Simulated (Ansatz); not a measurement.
# TaC: Ta on a C site

Theory: DFT PBE, scalar-relativistic, plane waves, PAW (Ansatz). (420 eV cutoff, 8×8×8 k-mesh, Gaussian smearing of 0.10 eV, no spin polarisation)

Host crystal, relaxed:

```cif
data_structure
_symmetry_space_group_name_H-M 'P 1'
_symmetry_Int_Tables_number 1
_cell_length_a 3.1646
_cell_length_b 3.1646
_cell_length_c 3.1646
_cell_angle_alpha 60.000
_cell_angle_beta 60.000
_cell_angle_gamma 60.000
_cell_volume 22.41
loop_
_atom_site_label
_atom_site_type_symbol
_atom_site_fract_x
_atom_site_fract_y
_atom_site_fract_z
_atom_site_occupancy
Ta1 Ta 0.00000 0.00000 0.00000 1
C1 C 0.50000 0.50000 0.50000 1
```

Supercell of 16 atoms, rows in host cell vectors: 0 -2 2; 0 0 2; -2 0 2. Atoms relax at the host's cell, keeping the symmetry that the supercell leaves at the site. The cell is small, so energies carry finite-size errors of tenths of an eV. The host is a metal.

Spin-orbit coupling is left out, which matters for the bands and energies of heavy elements.

Defect: Ta on a C site at (0.500, 0.500, 0.500) of the host cell, charge 0.

Problem. Give the relaxed supercell.

Solution.
```xyz
16
Lattice="0.0000 4.4754 -4.4754 4.4754 4.4754 0.0000 4.4754 0.0000 -4.4754" Properties=species:S:1:pos:R:3 pbc="T T T"
Ta    2.0450    4.4754   -2.2377
Ta    0.0000    2.4304   -2.2377
Ta    2.2377    6.7131   -4.4754
Ta    0.0000    4.4754   -4.2827
Ta    4.4754    4.4754   -4.6681
Ta    2.2377    2.2377   -4.4754
Ta    4.4754    6.5204   -6.7131
Ta    2.4304    4.4754   -6.7131
Ta    4.4754    4.4754   -2.2377
C     2.2377    2.2377   -2.2377
C     4.4754    6.7131   -4.4754
C     2.2377    4.4754   -4.4754
C     6.7131    4.4754   -4.4754
C     4.4754    2.2377   -4.4754
C     6.7131    6.7131   -6.7131
C     4.4754    4.4754   -6.7131
```
Around the defect: 6 Ta at 2.43 Å. The run ended with a moment of 0.00 μB (no spin polarisation).